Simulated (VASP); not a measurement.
Zr: single point with RPBE

Crystal: Zr.

```xyz
1
Lattice="2.8192 0.0000 0.0000 0.0000 2.8192 0.0000 0.0000 0.0000 2.8192" Properties=species:S:1:pos:R:3 pbc="T T T"
Zr    0.0000    0.0000    0.0000
```

This isn't the form of Zr at room conditions, which is hcp.

```
Program                : VASP 6.6.1
Task                   : single point
Functional             : RPBE
Potentials or basis    : VASP PAW PBE potentials, release 64 (Zr_sv)
Cutoff                 : 520 eV
k mesh                 : 12 × 12 × 12
Occupations            : fermi-dirac, width 0.1 eV
Spin                   : no spin polarisation
Dipole correction      : no
Further INCAR settings : ALGO = Normal; EDIFF = 1e-06; NBANDS = 12
```

```yaml
Pressure: 10.3 GPa
Band_gap_on_the_k_mesh: none (metal or under the smearing width)
```

Levels at points of the mesh, in eV from the Fermi level:
| k point | band 2 | band 3 | band 4 | band 5 | band 6 | band 7 | band 8 | band 9 | band 10 | band 11 |
| --- | --- | --- | --- | --- | --- | --- | --- | --- | --- | --- |
| (0.00, 0.00, 0.00) | -25.84 | -25.84 | -25.84 | -5.18 | -1.95 | -1.95 | 6.16 | 6.16 | 6.16 | 13.63 |
| (0.50, 0.00, 0.00) | -27.41 | -25.69 | -25.69 | -1.99 | -1.00 | 0.57 | 2.70 | 2.70 | 6.53 | 10.26 |
| (0.50, 0.50, 0.00) | -27.17 | -27.17 | -25.55 | -3.50 | -0.25 | 3.45 | 3.45 | 5.55 | 5.55 | 8.36 |
| (0.50, 0.50, 0.50) | -26.95 | -26.95 | -26.95 | -1.82 | -1.82 | -1.82 | 6.47 | 8.61 | 8.61 | 11.91 |

Wall time 6.1 s on 1 thread of Intel(R) Xeon(R) 6975P-C (Granite Rapids), with other jobs on the host, peak memory 0.15 GiB.

Caveat: the PAW data sets were made with another functional, which shifts forces and pressure a little.
